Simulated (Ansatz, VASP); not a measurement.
## One calculation of SiC, two programs

```
Si C
1.0
     2.86260    0.00000    0.00000
    -1.43130    2.47908    0.00000
     0.00000    0.00000   10.34450
Si C
4 4
Direct
  0.66667 0.33333 0.93783
  0.33333 0.66667 0.43783
  0.00000 0.00000 0.68790
  0.00000 0.00000 0.18790
  0.66667 0.33333 0.74982
  0.33333 0.66667 0.24982
  0.00000 0.00000 0.50045
  0.00000 0.00000 0.00045
```

Alike in both runs: task single point; functional PBEsol; k mesh 12 × 12 × 4; occupations gaussian, width 0.05 eV; no spin polarisation.

```csv
,VASP,Ansatz
version,VASP 6.6.1,Ansatz 0.2.0
potentials or method,"VASP PAW PBE potentials, release 64 (Si, C)","scalar-relativistic, plane waves, PAW"
plane-wave cutoff (eV),520,520
valence electrons in the cell,32,32
```

VASP gave:

```
gap on the k mesh at the Fermi level (eV) : 1.47
least direct gap on the mesh (eV)         : 2.94
rms of the force components (eV/Å)        : 0.757
```

Problem. Which values does Ansatz return?

Solution. gap on the k mesh at the Fermi level (eV): 1.48; least direct gap on the mesh (eV): 2.96; rms of the force components (eV/Å): 0.751.

Atom by atom the forces differ by 0.006 eV/Å (rms over components). With one functional, cell and mesh, what is left measures potentials, basis and numerics. Ansatz warned: «pseudo_functional_mismatch».

Caveats: the PAW data sets were made with another functional, which shifts forces and pressure a little (VASP). Expect the measured gap to be larger: semilocal functionals such as PBEsol lack the derivative discontinuity. A k mesh can miss the band edges.
